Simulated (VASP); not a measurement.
Write the native input for VASP 6.6.1 that does the following.

| Item | Value |
| --- | --- |
| Task | single point |
| Functional | TB-mBJ |
| Potentials or basis | VASP PAW PBE potentials, release 64 (Ge_d) |
| Cutoff | 520 eV |
| k mesh | 8 × 8 × 8 |
| Occupations | gaussian, width 0.02 eV |
| Spin | non-collinear spin, zero start, spin-orbit coupling |
| Starting moments | [[0.0, 0.0, 0.0], [0.0, 0.0, 0.0]] μB |
| Further INCAR settings | ALGO = Normal; EDIFF = 1e-06 |

Ge:

```
CELL_PARAMETERS angstrom
0.00000 2.77494 3.02703
2.77494 0.00000 3.02703
2.77494 2.77494 0.00000
ATOMIC_POSITIONS crystal
Ge 0.00000 0.00000 0.00000
Ge 0.25000 0.25000 0.25000
```

One way to write it, as run:

POSCAR

```
Ge
1.0
    0.0000000000      2.7749378100      3.0270300000
    2.7749378100      0.0000000000      3.0270300000
    2.7749378100      2.7749378100      0.0000000000
Ge
2
Direct
    0.0000000000      0.0000000000      0.0000000000
    0.2500000000      0.2500000000      0.2500000000
```

INCAR.step1

```
  ALGO = Normal
  EDIFF = 1E-5
  ENCUT = 520
  GGA = PE
  GGA_COMPAT = F
  ISIF = 2
  ISMEAR = 0
  LASPH = T
  LORBIT = 11
  LREAL = F
  LSORBIT = T
  LWAVE = T
  MAGMOM = 0 0 0 0 0 0
  NELM = 80
  PREC = Accurate
  SIGMA = 0.02
```

INCAR.step2

```
  ALGO = Normal
  EDIFF = 1E-6
  ENCUT = 520
  GGA_COMPAT = F
  ISIF = 2
  ISMEAR = 0
  ISTART = 1
  LASPH = T
  LCHARG = T
  LORBIT = 11
  LREAL = F
  LSORBIT = T
  LVHAR = T
  LWAVE = F
  MAGMOM = 0 0 0 0 0 0
  METAGGA = MBJ
  NELM = 80
  PREC = Accurate
  SIGMA = 0.02
```

KPOINTS

```
k-points
0
Gamma
  8 8 8
```

Potentials or basis: VASP PAW PBE potentials, release 64 (Ge_d).

Launch:

```bash
$ cat potpaw_PBE.64/Ge_d/POTCAR > POTCAR
$ cp INCAR.step1 INCAR
$ mpirun -np 1 vasp_ncl > vasp.out
$ cp INCAR.step2 INCAR
$ mpirun -np 1 vasp_ncl > vasp.out
```

Results of the run:

| Property | Result |
| --- | --- |
| Net moment | 0.00 μB per cell |
| Valence electrons inside the program's atomic spheres | Ge 12.23 |

Wall time 18 min on 1 thread of AMD EPYC 7R13 Processor (Zen 3) (shared host), peak memory 0.37 GiB.
